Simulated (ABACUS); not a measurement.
# FeO (R-3m) in ABACUS: a series of runs

Runs on FeO. Level: PBE. Tasks: equation of state.

All numbers are computed with ABACUS 3.10.1; they aren't measurements. Logs are shortened: lines on timing, memory, paths and dates and some standing lists are left out, and cuts for length are marked.

## 1. Starting point

It takes space group R-3m (No. 166, trigonal). The conventional cell has a = 3.035 Å, b = 3.035 Å, c = 7.547 Å, α = 90.00°, β = 90.00°, γ = 120.00°. Fe (site symmetry -3m) has 6 O at 2.16 Å as nearest neighbours. Around O (site symmetry -3m) lie 6 Fe at 2.16 Å.

## 2. Equation of state, PBE, collinear spin, ferromagnetic start, 9.43 Å³/atom (volume scaled by 0.94)

The input, run_abacus.py:

```python
"""ABACUS run from a structure file: ASE reads it, the script writes STRU, KPT and INPUT."""
import re
import subprocess
from ase.io import read
from ase.units import Bohr

atoms = read("FeO.cif")
atoms = atoms[(-atoms.numbers).argsort(kind="stable")]  # ABACUS lists atoms element by element
pseudo = {'Fe': 'Fe.upf', 'O': 'O.upf'}
orbital = {'Fe': 'Fe_confined-atom_7au_2s1p1d.orb', 'O': 'O_confined-atom_6au_1s1p.orb'}
magmoms = [3.0, 0.0]
kmesh = [8, 8, 8]
params = {
    'suffix': 'FeO',
    'calculation': 'scf',
    'basis_type': 'lcao',
    'pseudo_dir': './',
    'orbital_dir': './',
    'symmetry': 1,
    'dft_functional': 'pbe',
    'ecutwfc': 100,
    'pseudo_rcut': 7,
    'nspin': 2,
    'nbands': 14,
    'ks_solver': 'genelpa',
    'smearing_method': 'fd',
    'smearing_sigma': 0.00367493,
    'scf_thr': 1e-07,
    'scf_nmax': 100,
    'mixing_type': 'broyden',
    'mixing_beta': 0.4,
    'cal_force': 1,
    'cal_stress': 1,
    'out_mul': 1,
}

symbols = atoms.get_chemical_symbols()
elements = list(dict.fromkeys(symbols))
lines = ["ATOMIC_SPECIES"] + [f"{e} {atoms.get_masses()[symbols.index(e)]:.4f} {pseudo[e]}" for e in elements]
if orbital:
    lines += ["", "NUMERICAL_ORBITAL"] + [orbital[e] for e in elements]
lines += ["", "LATTICE_CONSTANT", f"{1 / Bohr:.10f}", "", "LATTICE_VECTORS"]
lines += [" ".join(f"{x:.10f}" for x in v) for v in atoms.cell]
lines += ["", "ATOMIC_POSITIONS", "Direct"]
for e in elements:
    lines += ["", e, "0.0", str(symbols.count(e))]
    for i, p in enumerate(atoms.get_scaled_positions(wrap=False)):
        if symbols[i] == e:
            mag = "" if magmoms is None else " mag " + " ".join(str(x) for x in (magmoms[i] if isinstance(magmoms[i], list) else [magmoms[i]]))
            lines.append(" ".join(f"{x:.10f}" for x in p) + " 1 1 1" + mag)
open("STRU", "w").write("\n".join(lines) + "\n")
open("KPT", "w").write("K_POINTS\n0\nGamma\n%d %d %d 0 0 0\n" % tuple(kmesh))
open("INPUT", "w").write("INPUT_PARAMETERS\n" + "".join(f"{k:<20s}{v}\n" for k, v in params.items()))

done = subprocess.run(['mpirun', '-np', '4', 'abacus'])
if done.returncode:
    raise SystemExit(done.returncode)
log = open("OUT.FeO/running_scf.log").read()
print("final energy (eV):", re.findall(r"FINAL_ETOT_IS (\S+)", log))
```

The input, FeO.cif:

```cif
data_FeO
_cell_length_a 3.00341288
_cell_length_b 3.00341288
_cell_length_c 3.00341288
_cell_angle_alpha 59.33998110
_cell_angle_beta 59.33998110
_cell_angle_gamma 59.33998098
_space_group_name_H-M_alt 'P1'
_space_group_name_Hall 'P 1'
_space_group_IT_number 1
loop_
_space_group_symop_operation_xyz
'x,y,z'
loop_
_atom_site_label
_atom_site_type_symbol
_atom_site_symmetry_multiplicity
_atom_site_Wyckoff_symbol
_atom_site_fract_x
_atom_site_fract_y
_atom_site_fract_z
_atom_site_occupancy
Fe1 Fe 1 a 0.0000000000 0.0000000000 0.0000000000 1
O1 O 1 a 0.5000000000 0.5000000000 0.5000000000 1
```

Potentials or basis: PseudoDojo NC SR 0.4.1 PBE standard, SZ LCAO (the cutoffs set its grid).

On the command line:

```console
OMP_NUM_THREADS=1 python run_abacus.py > log
```

running log:

```text
ABACUS v3.10.1

               Atomic-orbital Based Ab-initio Computation at UStc

 ------------------------------------------------------------------------------------

 READING GENERAL INFORMATION
                           global_out_dir = OUT.FeO/
                           global_in_card = INPUT
                               pseudo_dir = ./
                              orbital_dir = ./
                                    DSIZE = 4
                                    GSIZE = 1

 READING UNITCELL INFORMATION
                                    ntype = 2
                  lattice constant (Bohr) = 1.88973
              lattice constant (Angstrom) = 1

 READING ATOM TYPE 1
                               atom label = Fe
                      L=0, number of zeta = 2
                      L=1, number of zeta = 1
                      L=2, number of zeta = 1
             number of atom for this type = 1
               magnetization of element 1 = 3

 READING ATOM TYPE 2
                               atom label = O
                      L=0, number of zeta = 1
                      L=1, number of zeta = 1
             number of atom for this type = 1
               magnetization of element 2 = 0

                        TOTAL ATOM NUMBER = 2
DIRECT COORDINATES
    atom                   x                   y                   z     mag                  vx                  vy                  vz
taud_Fe1            0.0000000000        0.0000000000        0.0000000000  3.0000        0.0000000000        0.0000000000        0.0000000000
taud_O1            0.5000000000        0.5000000000        0.5000000000  0.0000        0.0000000000        0.0000000000        0.0000000000

                          Volume (Bohr^3) = 127.336
                             Volume (A^3) = 18.8693

 Lattice vectors: (Cartesian coordinate: in unit of a_0)
             +3.00341                  +0                  +0
             +1.53157            +2.58356                  +0
             +1.53157           +0.872529            +2.43176
 Reciprocal vectors: (Cartesian coordinate: in unit of 2 pi/a_0)
            +0.332955            -0.19738            -0.13888
                   -0           +0.387063            -0.13888
                   +0                  -0           +0.411224
 The esolver type has been set to : ksdft_lcao

                PAO radial cut off (Bohr) = 7

 Read in pseudopotential file is Fe.upf
                     pseudopotential type = NC
          exchange-correlation functional = PBE
                 nonlocal core correction = 1
                        valence electrons = 16
                                     lmax = 2
                           number of zeta = 4
                     number of projectors = 6
                           L of projector = 0
[... 5 lines left out ...]
                PAO radial cut off (Bohr) = 7

 Read in pseudopotential file is O.upf
[... 218 lines left out ...]
             meshcell numbers in big cell = [ 5, 5, 5 ]
                        extended fft grid = [ 13, 13, 13 ]
                dimension of extened grid = [ 35, 35, 35 ]
                            UnitCellTotal = 125
              Atom number in sub-FFT-grid = 2
    Local orbitals number in sub-FFT-grid = 14
                                ParaV.nnr = 4417
                                 init_chg = atomic

 LCAO ALGORITHM --------------- ION=   1  ELEC=   1--------------------------------
          total magnetism (Bohr mag/cell) = 3.9947
       absolute magnetism (Bohr mag/cell) = 3.9947
                        nelec for spin up = 12.9974
                      nelec for spin down = 9.00265
[... 256 lines left out ...]
 Density error is 6.7505931823e-08
----------------------------------------------------------
     Energy           Rydberg                 eV
----------------------------------------------------------
 E_KohnSham     -283.4657195565      -3856.7489736385
 E_KS(sigma->0) -283.4649120751      -3856.7379872900
 E_Harris       -283.4657230121      -3856.7490206548
 E_band         -14.0338738229       -190.9406490046
 E_one_elec     -121.7594458428      -1656.6222487850
 E_Hartree      76.9396085895        1046.8170787074
 E_xc           -44.8069957844       -609.6304529297
 E_Ewald        -193.8372715560      -2637.2913779343
 E_entropy(-TS) -0.0016149629        -0.0219726968
 E_descf        0.0000000000         0.0000000000
 E_exx          0.0000000000         0.0000000000
 E_Fermi        1.3211036043         17.9745366665
----------------------------------------------------------

 charge density convergence is achieved
 final etot is -3856.7489736 eV
 EFERMI = 17.974536666 eV

 STATE ENERGY(eV) AND OCCUPATIONS    NSPIN == 2
SPIN UP :
 1/65 kpoint (Cartesian) = 0.0000 0.0000 0.0000 (535 pws)
       1       -70.7362     0.00195312
       2       -37.0932     0.00195312
       3       -37.0789     0.00195312
       4       -37.0789     0.00195312
       5       -3.76916     0.00195312
       6        13.8779     0.00195312
       7        13.9600     0.00195312
       8        13.9600     0.00195312
       9        14.1036     0.00195312
      10        14.2054     0.00195312
      11        14.2054     0.00195312
      12        14.2892     0.00195312
      13        14.2892     0.00195312
      14        17.5653     0.00195258
[... 66 lines left out ...]
       1       -70.7344      0.0117188
       2       -37.1003      0.0117188
       3       -37.0877      0.0117188
       4       -37.0834      0.0117188
       5       -3.49733      0.0117188
       6        11.6134      0.0117188
       7        13.1442      0.0117188
       8        13.2177      0.0117188
       9        13.7547      0.0117188
      10        14.3585      0.0117188
      11        14.9868      0.0117188
      12        15.0360      0.0117188
      13        15.5605      0.0117188
      14        19.3793    7.35997e-15

[... levels at 124 further k points ...]

-------------------------------------------------
 Total Magnetism (uB)
-------------------------------------------------
                        Fe1         3.3250338017
                         O1         0.3526373556
-------------------------------------------------

 correction force for each atom along direction 1 is -1.49188e-15
 correction force for each atom along direction 2 is 9.46508e-15
 correction force for each atom along direction 3 is -1.49171e-14
------------------------------------------------------------------------------------------
 TOTAL-FORCE (eV/Angstrom)
------------------------------------------------------------------------------------------
                       Fe1         0.0000000000         0.0000000000         0.0000000000
                        O1         0.0000000000         0.0000000000         0.0000000000
------------------------------------------------------------------------------------------

----------------------------------------------------------------
 TOTAL-STRESS (KBAR)
----------------------------------------------------------------
       235.4888760080         1.9313138619         1.3589067118
         1.9313138619       233.1990595578         0.7741636743
         1.3589067118         0.7741636743       232.6435118484
----------------------------------------------------------------
 TOTAL-PRESSURE: 233.777149 KBAR

 --------------------------------------------
 !FINAL_ETOT_IS -3856.7489736384586649 eV
 --------------------------------------------
```

INPUT:

```text
INPUT_PARAMETERS
suffix              FeO
calculation         scf
basis_type          lcao
pseudo_dir          ./
orbital_dir         ./
symmetry            1
dft_functional      pbe
ecutwfc             100
pseudo_rcut         7
nspin               2
nbands              14
ks_solver           genelpa
smearing_method     fd
smearing_sigma      0.00367493
scf_thr             1e-07
scf_nmax            100
mixing_type         broyden
mixing_beta         0.4
cal_force           1
cal_stress          1
out_mul             1
```

Run time: 11 s. Hardware: 4 MPI ranks of AMD EPYC 7R43 (Zen 3), shared host; peak memory 0.36 GiB.

These settings aren't checked as converged: the numbers below hold their error.

Results:

```
Free energy            : -3856.7490 eV
Pressure               : 23.4 GPa
Band gap on the k mesh : none (metal or under the smearing width)
Net moment             : 3.68 μB per cell
Absolute moment        : 3.68 μB per cell
Site moments           : Fe +3.33; O +0.35 μB
Mulliken charges       : Fe +0.86; O -0.86 e
```

Caveat: the atomic orbitals were generated for these runs and aren't a published set; Mulliken charges move with the basis; the basis of atomic orbitals isn't converged, which shifts pressures, moduli and gaps; a cell with one magnetic atom can't hold antiferromagnetic order, which such compounds often take; semilocal functionals often make such compounds metallic where correlation or magnetic order opens a gap, which also shifts bond lengths.

## 3. Equation of state, PBE, collinear spin, ferromagnetic start, 9.84 Å³/atom (volume scaled by 0.98)

run_abacus.py is that of step 2.

FeO.cif, as its differences from that of step 2:

```diff
@@ -1,8 +1,8 @@
 data_FeO
-_cell_length_a 3.00341288
-_cell_length_b 3.00341288
-_cell_length_c 3.00341288
-_cell_angle_alpha 59.33998110
-_cell_angle_beta 59.33998110
-_cell_angle_gamma 59.33998098
+_cell_length_a 3.04542409
+_cell_length_b 3.04542409
+_cell_length_c 3.04542409
+_cell_angle_alpha 59.33998109
+_cell_angle_beta 59.33998109
+_cell_angle_gamma 59.33998097
 _space_group_name_H-M_alt 'P1'
```

Potentials or basis: PseudoDojo NC SR 0.4.1 PBE standard, SZ LCAO (the cutoffs set its grid).

On the command line:

```console
OMP_NUM_THREADS=1 python run_abacus.py > log
```

It took 12 s on 4 MPI ranks of AMD EPYC 7R43 (Zen 3), shared host; peak memory 0.36 GiB.

These settings aren't checked as converged: the numbers below hold their error.

Results:

```yaml
Free_energy: -3856.8435 eV
Pressure: 14.4 GPa
Band_gap_on_the_k_mesh: none (metal or under the smearing width)
Net_moment: 3.81 μB per cell
Absolute_moment: 3.81 μB per cell
Site_moments: Fe +3.41; O +0.39 μB
Mulliken_charges: Fe +0.85; O -0.85 e
```

Caveat: the atomic orbitals were generated for these runs and aren't a published set; Mulliken charges move with the basis; the basis of atomic orbitals isn't converged, which shifts pressures, moduli and gaps; a cell with one magnetic atom can't hold antiferromagnetic order, which such compounds often take; semilocal functionals often make such compounds metallic where correlation or magnetic order opens a gap, which also shifts bond lengths.

## 4. Equation of state, PBE, collinear spin, ferromagnetic start, 10.24 Å³/atom (volume scaled by 1.02)

run_abacus.py is that of step 3.

FeO.cif, as its differences from that of step 3:

```diff
@@ -1,7 +1,7 @@
 data_FeO
-_cell_length_a 3.04542409
-_cell_length_b 3.04542409
-_cell_length_c 3.04542409
-_cell_angle_alpha 59.33998109
-_cell_angle_beta 59.33998109
+_cell_length_a 3.08630715
+_cell_length_b 3.08630715
+_cell_length_c 3.08630715
+_cell_angle_alpha 59.33998110
+_cell_angle_beta 59.33998110
 _cell_angle_gamma 59.33998097
```

On the command line:

```console
OMP_NUM_THREADS=1 python run_abacus.py > log
```

It took 11 s on 4 MPI ranks of AMD EPYC 7R43 (Zen 3), shared host; peak memory 0.36 GiB.

The run converged, but some of its settings lie outside the range that counts as converged, so its numbers aren't taken as properties of the crystal.

Results:

- Free energy: -3856.8952 eV
- Pressure: 6.5 GPa
- Band gap on the k mesh: none (metal or under the smearing width)
- Net moment: 3.86 μB per cell
- Absolute moment: 3.86 μB per cell
- Site moments: Fe +3.45; O +0.41 μB
- Mulliken charges: Fe +0.85; O -0.85 e

Caveat: the atomic orbitals were generated for these runs and aren't a published set; Mulliken charges move with the basis; the basis of atomic orbitals isn't converged, which shifts pressures, moduli and gaps; a cell with one magnetic atom can't hold antiferromagnetic order, which such compounds often take; semilocal functionals often make such compounds metallic where correlation or magnetic order opens a gap, which also shifts bond lengths.

## 5. Equation of state, PBE, collinear spin, ferromagnetic start, 10.64 Å³/atom (volume scaled by 1.06)

run_abacus.py is that of step 4.

FeO.cif, as its differences from that of step 4:

```diff
@@ -1,8 +1,8 @@
 data_FeO
-_cell_length_a 3.08630715
-_cell_length_b 3.08630715
-_cell_length_c 3.08630715
+_cell_length_a 3.12613486
+_cell_length_b 3.12613486
+_cell_length_c 3.12613486
 _cell_angle_alpha 59.33998110
 _cell_angle_beta 59.33998110
-_cell_angle_gamma 59.33998097
+_cell_angle_gamma 59.33998098
 _space_group_name_H-M_alt 'P1'
```

On the command line:

```console
OMP_NUM_THREADS=1 python run_abacus.py > log
```

Run time: 10 s. Hardware: 4 MPI ranks of AMD EPYC 7R43 (Zen 3), shared host; peak memory 0.36 GiB.

The run converged, but some of its settings lie outside the range that counts as converged, so its numbers aren't taken as properties of the crystal.

What came out:

* Free energy: -3856.9117 eV
* Pressure: 0.3 GPa
* Band gap on the k mesh: none (metal or under the smearing width)
* Net moment: 3.93 μB per cell
* Absolute moment: 3.93 μB per cell
* Site moments: Fe +3.50; O +0.43 μB
* Mulliken charges: Fe +0.84; O -0.84 e

Caveat: the atomic orbitals were generated for these runs and aren't a published set; Mulliken charges move with the basis; the basis of atomic orbitals isn't converged, which shifts pressures, moduli and gaps; a cell with one magnetic atom can't hold antiferromagnetic order, which such compounds often take; semilocal functionals often make such compounds metallic where correlation or magnetic order opens a gap, which also shifts bond lengths.

## 6. Equation of state, PBE, collinear spin, ferromagnetic start

Potentials or basis: PseudoDojo NC SR 0.4.1 PBE standard, SZ LCAO (the cutoffs set its grid).

This step only gathers the single runs of the series.

The run converged, but some of its settings lie outside the range that counts as converged, so its numbers aren't taken as properties of the crystal.

Results:

```
Equilibrium volume                        : 10.66 Å³/atom (rough: see the caveat)
Bulk modulus at fixed shape and positions : 151 GPa (rough)
```

Caveat: the atomic orbitals were generated for these runs and aren't a published set; the minimum lies outside the volumes run; the cell was scaled at fixed shape and fractional positions, which overstates the stiffness of a crystal with free parameters, most of all of layers and chains; the basis of atomic orbitals isn't converged, which shifts pressures, moduli and gaps.
